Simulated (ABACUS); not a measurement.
The system is Ir.

```xyz
1
Lattice="0.0000 1.9156 1.9156 1.9156 0.0000 1.9156 1.9156 1.9156 0.0000" Properties=species:S:1:pos:R:3 pbc="T T T"
Ir    0.0000    0.0000    0.0000
```

Base run:

* Program: ABACUS 3.10.1
* Functional: r2SCAN
* Potentials or basis: SG15 ONCV 1.2 PBE
* Cutoff: 1075 eV
* Density cutoff: 4299 eV
* Basis: plane waves
* k mesh: 8 × 8 × 8
* Occupations: fermi-dirac, width 0.05 eV
* Spin: no spin polarisation

Its results: band gap on the k mesh none (metal or under the smearing width); pressure 4.6 GPa.

Question: The run is repeated on the same cell with these changes: functional from r2SCAN to AM05; cutoff from 1075 eV to 925 eV; density cutoff from 4299 eV to 3701 eV; k mesh from 8 × 8 × 8 to 10 × 10 × 10. What comes out?

Answer: Band gap on the k mesh none (metal or under the smearing width); pressure -2.5 GPa.

Several settings changed at once, so the effect can't be laid on one alone.

Caveats: the potentials were made for another functional, which shifts forces and pressure.
